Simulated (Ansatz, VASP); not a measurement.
One calculation of AgCl, two programs

Contents of INCAR:

```
ALGO     = Normal         # electronic algorithm
EDIFF    = 1E-6           # SCF threshold, eV
ENCUT    = 520            # plane-wave cutoff, eV
GGA      = PS             # functional
ISIF     = 2              # what is computed and relaxed
ISMEAR   = -1             # smearing method
LASPH    = True           # aspherical terms in the spheres
LCHARG   = False          # write CHGCAR
LREAL    = False          # projectors in reciprocal space
LWAVE    = False          # write WAVECAR
NBANDS   = 16             # bands
NELM     = 60             # most SCF steps
PREC     = Accurate       # precision mode
SIGMA    = 0.01           # smearing width, eV
```

Contents of KPOINTS:

```
k-points
0
Gamma
  9 9 9
```

POSCAR

```
AgCl
1.0
    0.0000000000      2.8008815000      2.7731500000
    2.8008815000      0.0000000000      2.7731500000
    2.8008815000      2.8008815000      0.0000000000
Ag Cl
1 1
Direct
    0.5000000000      0.5000000000      0.5000000000
    0.0000000000      0.0000000000      0.0000000000
```

Input for Ansatz:

```yaml
crystal:
  lattice:
    - [0.0, 2.8008815, 2.77315]
    - [2.8008815, 0.0, 2.77315]
    - [2.8008815, 2.8008815, 0.0]
  atoms:
    - { symbol: Ag, position: [0.5, 0.5, 0.5] }
    - { symbol: Cl, position: [0.0, 0.0, 0.0] }
kpoints:
  mp_grid: { grid: [9, 9, 9] }
  band_path:
    path:
      - [0.0, 0.0, 0.0]
      - [0.0, 0.5, 0.5]
      - [0.25, 0.75, 0.5]
      - [0.0, 0.5, 0.0]
      - [0.0, 0.0, 0.0]
      - [0.5, 0.5, 0.0]
      - [0.3775125, 0.6224875, 0.0]
      - [-0.3775125, 0.3775125, 0.0]
      - [0.0, 0.0, 0.0]
    npoints: 5
scf:
  occupations: { method: fermi_dirac, width: 0.01 }
hamiltonian:
  xc: pbesol
  pseudopotentials: { kind: all_electron, lapw: { basis_error: 0.0005 } }
output:
  forces: true
  stress: true
  eigenvalues: true
```

Change from the starting cell: equal xx and yy strain of +1 %.

Alike in both runs: task single point; functional PBEsol; k mesh 9 × 9 × 9; occupations fermi-dirac, width 0.01 eV; no spin polarisation.

|  | VASP | Ansatz |
| --- | --- | --- |
| version | VASP 6.6.1 | Ansatz 0.2.0 |
| potentials or method | VASP PAW PBE potentials, release 64 (Ag, Cl) | all-electron LAPW, scalar-relativistic |
| plane-wave cutoff (eV) | 520 | see its input |

|  | VASP | Ansatz | Ansatz less VASP |
| --- | --- | --- | --- |
| gap on the k mesh at the Fermi level (eV) | 0.75 | 0.76 | +0.005 |
| pressure (GPa) | -3.5 | -3.4 | +0.09 |
| largest component of the traceless stress (GPa) | 0.05 | 0.06 | +0.005 |

Ansatz ran all-electron here, so the differences hold the error of VASP's frozen core and of both bases.

Caveats: the PAW data sets were made with another functional, which shifts forces and pressure a little (VASP); an odd mesh through Γ misses points on the zone boundary, where band edges often lie.
